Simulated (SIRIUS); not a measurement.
Crystal: ZrS2.

```
Zr S
1.0
     3.69138    0.00000    0.00000
    -1.84569    3.19683    0.00000
     0.00000    0.00000    6.04108
Zr S
1 2
Direct
  0.00000 0.00000 0.00000
  0.33333 0.66667 0.23791
  0.66667 0.33333 0.76209
```

The cell is a database's computed one.

Base run:

* Program: SIRIUS 7.12.0
* Functional: PBEsol
* Potentials or basis: all-electron FP-LAPW
* Cutoff: 174 eV
* Basis: apw+lo standard
* k mesh: 8 × 8 × 5
* Occupations: fermi-dirac, width 0.05 eV
* Spin: no spin polarisation

Its results: band gap on the k mesh 0.98 eV, indirect (least direct gap 1.58 eV); largest force 0.149 eV/Å.

**Question.** The run is repeated on the same cell with these changes: functional from PBEsol to PBE. What comes out?

**Answer.** Band gap on the k mesh 1.05 eV, indirect (least direct gap 1.64 eV); largest force 0.034 eV/Å.

Caveats: an odd mesh through Γ misses points on the zone boundary, where band edges often lie.
